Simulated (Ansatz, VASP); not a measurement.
**One calculation of Pb, two programs**

File INCAR:

```
SYSTEM = Pb
PREC = Accurate ; ENCUT = 520
EDIFF = 1E-6 ; ISMEAR = 0
SIGMA = 0.1 ; LREAL = .False.
LASPH = .True. ; NELM = 100
ALGO = Normal ; ISIF = 2
LWAVE = .False. ; LCHARG = .False.
GGA = PE ; NBANDS = 21
```

File KPOINTS:

```
regular mesh
0
Gamma
  12 12 6
  0 0 0
```

File POSCAR:

```
Pb
1.0
    3.0373364032     -1.7699521018      0.0006659578
    3.0282697458      1.7542121185      0.0154386583
   -2.0952697580      0.0312008972      6.0917522201
Pb
2
Direct
    0.0747657763      0.0770510727      0.2757913983
    0.9252342237      0.9229489273      0.7242086017
```

Input for Ansatz:

```yaml
crystal:
  lattice:
    - [3.0373364032, -1.7699521018, 0.0006659578]
    - [3.0282697458, 1.7542121185, 0.0154386583]
    - [-2.095269758, 0.0312008972, 6.0917522201]
  atoms:
    - { symbol: Pb, position: [0.0747657763, 0.0770510727, 0.2757913983] }
    - { symbol: Pb, position: [0.9252342237, 0.9229489273, 0.7242086017] }
basis:
  ecutwfc: 420
kpoints:
  mp_grid: { grid: [12, 12, 6] }
hamiltonian:
  xc: pbe
scf:
  occupations: { method: gaussian, width: 0.1 }
output:
  forces: true
  stress: true
  eigenvalues: true
  populations: true
```

Change from the starting cell: all atoms moved at random, cell strained at random.

Alike in both runs: task single point; functional PBE; k mesh 12 × 12 × 6; occupations gaussian, width 0.1 eV; no spin polarisation.

|  | VASP | Ansatz |
| --- | --- | --- |
| version | VASP 6.6.1 | Ansatz 0.2.0 |
| potentials or method | VASP PAW PBE potentials, release 64 (Pb_d) | scalar-relativistic, plane waves, PAW |
| plane-wave cutoff (eV) | 520 | 420 |
| valence electrons in the cell | 28 | 28 |

VASP gave:

```
gap on the k mesh at the Fermi level (eV)       : none
pressure (GPa)                                  : 0.9
largest component of the traceless stress (GPa) : 0.72
rms of the force components (eV/Å)              : 0.074
```

Question: Which values does Ansatz return?

Answer: gap on the k mesh at the Fermi level (eV): none; pressure (GPa): 1.0; largest component of the traceless stress (GPa): 0.72; rms of the force components (eV/Å): 0.074.

Atom by atom the forces differ by 0.000 eV/Å (rms over components). A gap of «none» marks a metal or a gap that the smearing closes. With one functional, cell and mesh, what is left measures potentials, basis and numerics.

The runs have no spin-orbit coupling, so splittings on Pb are missing.
